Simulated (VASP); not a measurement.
# GaN: GW band gap, scheme by scheme

GaN, F-43m (no. 216), 2 atoms in the cell. PBE, GW; PAW potentials Ga_d_GW, N_GW (PBE set).

| GW scheme | Iterations | Frequency points | Quasiparticle gap on the mesh (eV) | Gap of the starting point on the mesh (eV) | Quasiparticle gap at the zone centre (eV) | Starting gap at the zone centre (eV) | Correction of the gap between the band edges on the mesh (eV) | Time (s) |
|---|---|---|---|---|---|---|---|---|
| evGW0 low-scaling | 4 | 12 | 2.98 | 1.71 | 2.98 | 1.71 | 1.27 | 1085 |
| evGW0 | 4 | 48 | 3.02 | 1.71 | 3.02 | 1.71 | 1.31 | 116 |
| QSGW0 | 4 | 48 | 3.16 | 1.71 | 3.16 | 1.71 | 1.46 | 235 |
| COHSEX | 6 | 1 | 4.69 | 1.71 | 4.69 | 1.71 | 2.99 | 204 |

Limits: the mesh is coarse: the screening isn't converged, and the gap may still move by about 0.1 eV.

## Input of the first row

INCAR.step1:
```
SYSTEM = GaN
  PREC = Accurate
  ENCUT = 500
  ISMEAR = 0
  SIGMA = 0.05
  LASPH = .TRUE.
  LREAL = .FALSE.
  GGA = PE
  ALGO = Normal
  EDIFF = 1E-8
  NELM = 150
  LWAVE = .TRUE.
  LCHARG = .FALSE.
  KPAR = 4
```

INCAR.step2, as INCAR.step1 but for:
```
- ALGO = Normal
- NELM = 150
+ ALGO = Exact
+ NELM = 1
+ ISTART = 1
+ NBANDS = 152
+ LOPTICS = .TRUE.
```

INCAR.step3:
```
SYSTEM = GaN
  PREC = Accurate
  ENCUT = 500
  ISMEAR = 0
  SIGMA = 0.05
  LASPH = .TRUE.
  LREAL = .FALSE.
  GGA = PE
  ALGO = EVGW0R
  NBANDS = 152
  NBANDSGW = 19
  ENCUTGW = 200
  NOMEGA = 12
  PRECFOCK = Fast
  ISTART = 1
  LWAVE = .FALSE.
  LCHARG = .FALSE.
  NELMGW = 4
  MAXMEM = 1800
  LFOCKSTD = .TRUE.
```

KPOINTS:
```
k-points
0
Gamma
  4 4 4
```

POSCAR:
```
GaN
1.0
    0.0000000000      2.2535006075      2.2535006075
    2.2535006075      0.0000000000      2.2535006075
    2.2535006075      2.2535006075      0.0000000000
Ga N
1 1
Direct
    0.0000000000      0.0000000000      0.0000000000
    0.2500000000      0.2500000000      0.2500000000
```

Commands (each step's output is kept before the next begins):
```
cat potpaw_PBE.64/Ga_d_GW/POTCAR potpaw_PBE.64/N_GW/POTCAR > POTCAR
cp INCAR.step1 INCAR
mpirun -np 4 vasp_std > vasp.out
cp INCAR.step2 INCAR
mpirun -np 4 vasp_std > vasp.out
cp INCAR.step3 INCAR
mpirun -np 4 vasp_std > vasp.out
```

Changes of the last row against the first:
```
(step 3)
- ALGO = EVGW0R
- NOMEGA = 12
- NELMGW = 4
- MAXMEM = 1800
- LFOCKSTD = True
+ ALGO = QPGW
+ NOMEGA = 1
+ NELMGW = 6
+ LOPTICS = True
+ LPEAD = True
+ KPAR = 4
```

VASP 6.6.1 took 1085 s on 4 cores (Intel Xeon Platinum 8375C @ 2.90GHz (Ice Lake)), a shared host.
